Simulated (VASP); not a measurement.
TiAl:

```
CELL_PARAMETERS angstrom
3.17906 0.00000 0.00000
0.00000 3.17906 0.00000
0.00000 0.00000 3.17906
ATOMIC_POSITIONS crystal
Ti 0.00000 0.00000 0.00000
Al 0.50000 0.50000 0.50000
```

The cell comes from a database or a generator and needn't be the stable form of this composition.

| Item | Value |
| --- | --- |
| Program | VASP 6.6.1 |
| Task | single point |
| Functional | PBE |
| Potentials or basis | VASP PAW PBE potentials, release 64 (Ti_sv, Al) |
| Cutoff | 520 eV |
| k mesh | 8 × 8 × 8 |
| Occupations | fermi-dirac, width 0.05 eV |
| Spin | no spin polarisation |

On this cell: pressure 0.8 GPa; largest force zero by symmetry; band gap on the k mesh none (metal or under the smearing width).

The same run follows on a disturbed copy (atoms moved at random, drawn with an rms of 0.05 Å):

```
CELL_PARAMETERS angstrom
3.17906 0.00000 0.00000
0.00000 3.17906 0.00000
0.00000 0.00000 3.17906
ATOMIC_POSITIONS crystal
Ti 0.99886 0.00758 0.00170
Al 0.50931 0.50647 0.50062
```

Task: What changes?

Result: The energy (extrapolated to zero smearing) moves by +1.8 meV/atom; pressure 0.9 GPa; largest force 0.213 eV/Å; band gap on the k mesh none (metal or under the smearing width).

Forces in eV/Å, atoms in the order of the input:
```
Ti   0.210 -0.022 -0.022
Al  -0.210  0.022  0.022
```
